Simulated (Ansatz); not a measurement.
Take SrF2 in the fluorite structure (space group Fm-3m, No. 225; a = 5.857 Å) as the base. Axes: x, y, z lie along the cube axes.

(Cell as relaxed with PBE.)

Levels (all Ansatz, a quantum-chemistry and plane-wave program, PAW): PBE (420 eV, no SOC); r2SCAN (500 eV, no spin-orbit coupling).

Each level relaxes its own structure.

| base | PBE | r2SCAN |
|---|---|---|
| volume per atom | 16.75 Å³ | 16.18 Å³ |
| lattice parameter a | 585.7 pm | 579.1 pm |
| band gap | 6.78 eV | 7.60 eV |

Modification: a free-standing slab of 2 layers (6 atoms, 3 a layer) is cut normal to [111], with 15 Å of vacuum and the in-plane cell held at bulk.

| quantity | PBE | r2SCAN |
|---|---|---|
| smallest direct gap | 6.33 eV | ? |
| shift of the gap caused by the change | -0.55 eV | ? |
| excess energy per area of both faces (slab less bulk energy over the cell's area: twice a surface energy) | 0.68 J/m² | ? |

What does r2SCAN give?


- smallest direct gap, r2SCAN: 7.25 eV
- shift of the gap caused by the change, r2SCAN: -0.43 eV
- excess energy per area of both faces (slab less bulk energy over the cell's area: twice a surface energy), r2SCAN: 0.88 J/m²

PBE's smallest direct gap lies 0.92 eV below r2SCAN's; PBE's shift of the gap caused by the change lies 0.126 eV below r2SCAN's; PBE's excess energy per area of both faces lies 0.20 J/m² below r2SCAN's. Neither level is exact; r2SCAN is the comparison here, not a measurement.

The excess energy carries the mismatch between the slab's and the bulk's meshes. No phonon test of stability was made.
